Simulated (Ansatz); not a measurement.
Crystal: Zr.

```xyz
2
Lattice="3.2320 0.0000 0.0000 -1.6160 2.7990 0.0000 0.0000 0.0000 5.1470" Properties=species:S:1:pos:R:3 pbc="T T T"
Zr    1.6160    0.9330    3.8603
Zr    0.0000    1.8660    1.2868
```

A run of Ansatz 0.2.0 on this cell left the log below. Logs are shortened: lines on timing, memory, paths and dates and some standing lists are left out, and cuts for length are marked.

```text
Warning: RAYON_NUM_THREADS=1 ignored (pool sized by the plan → 1); use --threads N
LAPW: plane waves up to 6.756 Å⁻¹, error target 1.0e-3 eV per atom; small_component_spin mean_spin; Zr in spheres of 1.589 Å, 22 of its electrons in bands, Dirac shells [] (how accurate: hamiltonian.pseudopotentials.lapw.basis_error, Limitations)
Engine: ansatz 0.2.0, x86_64-unknown-linux-gnu
Pseudopotentials: kind: all_electron
Pseudopotential: Zr, LAPW, valence charge 22, lapw/all_electron/scalar/gaussian/Zr, Koelling and Harmon's equation, gaussian nucleus
Functional definition: PBE
  parameter kappa = 0.804
  parameter beta = 0.06672455060314922
  exchange = pbe_x(kappa = kappa, mu = beta*pi^2/3)
  correlation = pbe_c(beta = beta)
Crystal: 2 atoms, lattice volume = 46.562 Å³
Basis set: ecut = 173.88150168992095 eV, 251 PW (Γ), exchange–correlation at level 2
Bands: 27, of which v1, the nominal top of the filled ones, is band 22 counted from 1 (21 counted from 0)
Symmetry: 24 space group operations
Space group: P63/mmc (ITA 194), of the structure as read, at distance tolerance 3.6e-5 Å
k-points: 36 of 405
Non-local potential: Zr, projectors of the file, none
Initial density: superposition of atomic densities (chi_scale 0.1, normalization cell)
Initial wavefunctions: plane waves of lowest kinetic energy (no species holds an atomic orbital)
Functional: x = pbe(κ = 0.804, μ = 0.2195149727645171), c = pbe(β = 0.06672455060314922)
iter 1 solved again at ethr=3.55e-4 eV; its pass at ethr=1.00e-1 eV (dr2=1.56e-1 eV) is discarded
SCF iter   1: F=—  HF=-195854.400048 eV  |F-HF|=—  |Δ(HF+E_count)|=         —  Δρ=1.91e-2  dr2=1.57e-1  ethr=3.55e-4  ⟨swp⟩=2.7  Hψ=6468  notcnv=0
preconditioner: auto → Kerker (q_TF=auto, 2.703 Å⁻¹)  [metal: Δε(μ)=0.001 eV  Ē_g=3.781 eV  σ=0.015 eV  W_gap=0.03  n_scr=22 (ndim 8)  ℏωp=15.4 eV  f_vac=0.000  D(μ)=4.48/eV (n_scr^D=54)]
SCF iter   2: F=—  HF=-195854.240195 eV  |F-HF|=—  |Δ(HF+E_count)|=   1.60e-1  Δρ=1.14e-2  dr2=6.48e-2  ethr=3.55e-4  ⟨swp⟩=2.0  Hψ=3168  notcnv=0
preconditioner: auto → Resta (q_TF=auto, 2.703 Å⁻¹)  ε∞=18.6  [insulator: Δε(μ)=0.015 eV  Ē_g=3.668 eV  σ=0.015 eV  W_gap=0.52  n_scr=22 (ndim 8)  ℏωp=15.4 eV  f_vac=0.000  D(μ)=3.47/eV (n_scr^D=36)  ε∞_Penn≈18.6]
SCF iter   3: F=—  HF=-195854.228409 eV  |F-HF|=—  |Δ(HF+E_count)|=   1.18e-2  Δρ=5.98e-3  dr2=1.96e-2  ethr=1.47e-4  ⟨swp⟩=2.0  Hψ=3166  notcnv=0
iter 4 solved again at ethr=3.20e-6 eV; its pass at ethr=4.46e-5 eV (dr2=1.41e-3 eV) is discarded
SCF iter   4: F=—  HF=-195854.226803 eV  |F-HF|=—  |Δ(HF+E_count)|=         —  Δρ=1.51e-3  dr2=1.41e-3  ethr=3.20e-6  ⟨swp⟩=2.0  Hψ=5074  notcnv=0
the basis was enlarged: its passes take 719.3 KiB over the memory plan, 1 of 1 planned eigensolver slots
SCF iter   5: F=—  HF=-195854.226648 eV  |F-HF|=—  |Δ(HF+E_count)|=   1.56e-4  Δρ=3.91e-4  dr2=8.90e-5  ethr=3.20e-6  ⟨swp⟩=2.0  Hψ=3002  notcnv=0
SCF iter   6: F=—  HF=-195854.226654 eV  |F-HF|=—  |Δ(HF+E_count)|=   6.04e-6  Δρ=1.34e-4  dr2=1.12e-5  ethr=2.02e-7  ⟨swp⟩=2.0  Hψ=2985  notcnv=0
SCF iter   7: F=—  HF=-195854.226653 eV  |F-HF|=—  |Δ(HF+E_count)|=   6.25e-7  Δρ=1.56e-5  dr2=1.70e-7  ethr=2.54e-8  ⟨swp⟩=2.0  Hψ=2985  notcnv=0
SCF iter   8: F=-195854.226653 eV  HF=-195854.226653 eV  |F-HF|=1.66e-9  |Δ(HF+E_count)|=   2.12e-8  Δρ=5.59e-6  dr2=1.38e-8  ethr=3.86e-10  ⟨swp⟩=2.3  Hψ=2998  notcnv=0
SCF 1 converged in 8 iterations: F = -195854.226653 eV  dr2 = 1.38e-8
SCF converged after 8 iterations
Free energy (F): -195854.226653 eV
Harris-Foulkes:  -195854.226653 eV  (|F-HF|=1.66e-9)
Internal energy: -195854.226151 eV  (E = F + TS)
E sigma→0 (E₀):  -195854.226402 eV
Entropy (-TS):   -0.000502 eV (-0.251 meV/atom)
Fermi energy:    15.811165 eV
--- Per-component energies (eV) ---
  E_band       = -3210.923470
  E_kinetic    = 202299.606667
  E_xc         = -6221.761182
  E_electrostatic = -391932.071636  (all electrons and nuclei)
  E_smearing   = -0.000502  (= −TS)
  E_closure    = 0.000000  (closes the sum)
  E_atoms      = -195839.623081  (free atoms, spherical and without spin; not in F)
  Σ components = -195854.226653   (vs F -195854.226653, Δ=0.00e0)
  Basis errors (estimates in eV, not in F): energy 1.6e-4 per atom: plane waves 1.2e-4 (6.2e-5 summed), levels above the bands 0.0e0, relativity 5.5e-8, radial functions 4.2e-5, core shells 6.0e-7; eigenvalues (radial functions only) 8.4e-7; not estimated: angular momenta, meshes, grids; target (lapw.basis_error) 1.0e-3; muffin-tin radii Zr 1.589 Å
--- Forces (eV/Å), atoms counted from 1 ---
  atom   1  Zr     0.00000000    -0.00000000     0.00000000
  atom   2  Zr     0.00000000     0.00000000     0.00000000
  max |Σ_I F_I| component: 3.70e-17 eV/Å
--- Stress (GPa, compression-positive) ---
        0.228676       0.000000       0.000000
        0.000000       0.228676       0.000000
        0.000000       0.000000       1.350175
  P = ⅓ Tr σ = 0.6025 GPa (6.025 kbar)
--- Band table (eV; the first three rows and the last of 36) ---
  k-point 0: bands = ["-152.9864", "-152.9864", "-152.9864", "-152.9864", "-152.9847", "-152.9847", "-152.9613", "-152.9613", "-152.9613", "-152.9613", "-33.0570", "-32.9021", "-11.5868", "-10.7177", "-10.7177", "-10.5795", "-10.5761", "-10.5761", "10.1244", "12.7435", "16.6314", "16.6314", "16.7829", "16.9448", "17.3244", "17.3244", "17.9050"]
  k-point 1: bands = ["-152.9864", "-152.9864", "-152.9864", "-152.9864", "-152.9847", "-152.9847", "-152.9613", "-152.9613", "-152.9613", "-152.9613", "-33.0424", "-32.9171", "-11.4963", "-10.7043", "-10.7043", "-10.6821", "-10.5897", "-10.5897", "10.4537", "12.7031", "16.4004", "16.4946", "16.4946", "16.5331", "17.0928", "17.0928", "18.3713"]
  k-point 2: bands = ["-152.9864", "-152.9864", "-152.9864", "-152.9864", "-152.9847", "-152.9847", "-152.9613", "-152.9613", "-152.9613", "-152.9613", "-33.0041", "-32.9562", "-11.2543", "-10.9438", "-10.6691", "-10.6691", "-10.6253", "-10.6253", "11.3191", "12.2792", "15.7948", "16.0073", "16.4511", "16.4511", "16.6871", "16.6871", "19.2808"]
  k-point 35: bands = ["-152.9864", "-152.9864", "-152.9864", "-152.9864", "-152.9847", "-152.9847", "-152.9613", "-152.9613", "-152.9613", "-152.9613", "-32.8849", "-32.8849", "-11.3412", "-11.3412", "-11.1705", "-11.0711", "-10.7529", "-10.7529", "14.3051", "14.3439", "14.3439", "14.6120", "15.7604", "15.7604", "17.5852", "18.2211", "20.1688"]
```

Q: Write the input and the command behind it.

A: Single point with PBE, no spin polarisation. The files as run (others can give the same):

input.yaml
```yaml
crystal:
  lattice:
    - [3.232, 0.0, 0.0]
    - [-1.616, 2.798994105, 0.0]
    - [0.0, 0.0, 5.147]
  atoms:
    - { symbol: Zr, position: [0.6666666667, 0.3333333333, 0.75] }
    - { symbol: Zr, position: [0.3333333333, 0.6666666667, 0.25] }
kpoints:
  mp_grid: { grid: [9, 9, 5] }
scf:
  occupations: { method: gaussian, width: 0.015 }
hamiltonian:
  xc: pbe
  pseudopotentials: { kind: all_electron, lapw: { basis_error: 0.001 } }
output:
  forces: true
  stress: true
  eigenvalues: true
```

Potentials or basis: all-electron LAPW, scalar-relativistic.
Command:
```bash
$ ansatz run input.yaml --threads 1 --pin off --max-ram 3072MiB --backend cpu --events-out ev --progress --plain --runs-dir out
```
